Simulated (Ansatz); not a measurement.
Crystal: SiNi.

```
Ni Si
1.0
     2.94277    0.00000    0.00000
     0.00000    3.28033    0.00000
     0.00000    0.00000    4.67745
Ni Si
2 2
Direct
  0.50000 0.50000 0.34250
  0.00000 0.00000 0.65750
  0.50000 0.50000 0.84314
  0.00000 0.00000 0.15686
```

The cell is a database's computed one.

Program: Ansatz 0.2.0. Alike in all runs: potentials or basis Ansatz PAW; spin collinear, ferromagnetic start; cell as given; k mesh 9 × 8 × 6; cutoff (eV) 420; smearing fermi-dirac 0.05 eV.

Order these runs on this cell by their pressure, lowest first.
A. level BLYP; points for each segment of the path 14
B. level PBEsol
C. level LDA; points for each segment of the path 14

C (-4.9 GPa), B (0.2 GPa), A (15.6 GPa).

Caveats: the PAW data sets come from PBE, with cores solved anew for the run's functional, which leaves a small shift of forces and pressure; the starting moments weren't kept; so large a pressure means that the cell lies far from this level's equilibrium, or that cutoff or potentials fall short (some runs).

Runs at the PBE level aren't shown here.
